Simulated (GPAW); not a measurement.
Crystal: Hf.

```
CELL_PARAMETERS angstrom
3.19670 0.00000 0.00000
-1.59835 2.76842 0.00000
0.00000 0.00000 5.05780
ATOMIC_POSITIONS crystal
Hf 0.66667 0.33333 0.75000
Hf 0.33333 0.66667 0.25000
```

| Item | Value |
| --- | --- |
| Program | GPAW 26.7.0 |
| Task | relaxation of cell and atoms |
| Functional | PBEsol |
| Dispersion | D3(BJ)+ATM |
| Potentials or basis | PAW data sets generated in the run's folder for this functional |
| Cutoff | 600 eV |
| Basis | pw |
| k mesh | 8 × 8 × 5 |
| Occupations | fermi-dirac, width 0.05 eV |
| Spin | no spin polarisation |

At the start: pressure -6.5 GPa; volume 22.38 Å³/atom.

Where does the relaxation end?

Over 5 steps the energy falls by 26.4 meV/atom and the volume is 21.11 Å³/atom (-5.7 %); space group P6_3/mmc (No. 194, to 0.05 Å).

The path:
| step | energy change (eV) | largest force (eV/Å) | pressure (GPa) | volume (Å³) |
| --- | --- | --- | --- | --- |
| 1 | 0.0000 | 0.0000 | -6.48 | 44.76 |
| 2 | -0.0291 | 0.0000 | -4.49 | 43.90 |
| 3 | -0.0527 | 0.0000 | 0.22 | 42.13 |
| 4 | -0.0528 | 0.0000 | -0.01 | 42.21 |
| 5 | -0.0528 | 0.0000 | -0.02 | 42.22 |

Final structure:
```cif
data_structure
_symmetry_space_group_name_H-M 'P 1'
_symmetry_Int_Tables_number 1
_cell_length_a 3.1351
_cell_length_b 3.1351
_cell_length_c 4.9594
_cell_angle_alpha 90.000
_cell_angle_beta 90.000
_cell_angle_gamma 120.000
_cell_volume 42.22
loop_
_atom_site_label
_atom_site_type_symbol
_atom_site_fract_x
_atom_site_fract_y
_atom_site_fract_z
_atom_site_occupancy
Hf1 Hf 0.66667 0.33333 0.75000 1
Hf2 Hf 0.33333 0.66667 0.25000 1
```

Caveat: later steps reuse the first step's grids; pairwise dispersion overbinds metals, which lowers pressure and volume.
